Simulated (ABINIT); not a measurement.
**Cs: single point with PBE+D3(BJ)**

The system is Cs.

```
Cs
1.0
     2.95611   -4.24685    0.09977
     2.95611    4.24685    0.09977
    -2.37542    0.00000    4.35821
Cs
1
Direct
  0.00000 0.00000 0.50000
```

This isn't the form of Cs at room conditions, which is bcc.

The cell isn't the ideal one: cell relaxed.

```json
{"Program": "ABINIT 10.8.3 (patched build)", "Task": "single point", "Functional": "PBE", "Dispersion": "D3(BJ)", "Potentials or basis": "SPMS NC PBE v1.0", "Cutoff": "490 eV", "k mesh": "4 × 4 × 4", "Occupations": "fermi-dirac, width 0.05 eV", "Spin": "no spin polarisation"}
```

```
Pressure                                              : 0.0 GPa
Band gap on the k mesh                                : none (metal or under the smearing width)
Valence electrons inside the program's atomic spheres : Cs 4.46 (radii [1.0584] Å)
```

Levels at points of the mesh, in eV from the Fermi level:
```csv
k point,band 1,band 2,band 3,band 4,band 5,band 6,band 7,band 8
"(0.00, 0.00, 0.00)",-23.89,-10.63,-10.62,-10.60,-1.73,2.07,2.26,2.85
"(0.50, 0.00, 0.00)",-23.88,-10.77,-10.65,-10.61,-0.11,0.69,1.54,3.52
"(0.50, 0.50, 0.00)",-23.88,-10.78,-10.68,-10.60,0.02,0.92,1.62,3.18
"(0.00, 0.00, 0.50)",-23.88,-10.80,-10.64,-10.61,-0.07,0.74,1.76,3.15
"(0.50, 0.00, 0.50)",-23.87,-10.80,-10.70,-10.62,0.14,1.19,1.49,3.06
"(0.50, 0.50, 0.50)",-23.87,-10.77,-10.74,-10.69,0.55,0.67,2.88,2.99
```

Run time: 18 s on 1 thread of Arm Neoverse V1, with other jobs on the host, peak memory 0.07 GiB.

Caveat: pairwise dispersion overbinds metals, which lowers pressure and volume. The run has no spin-orbit coupling, so splittings on Cs are missing.
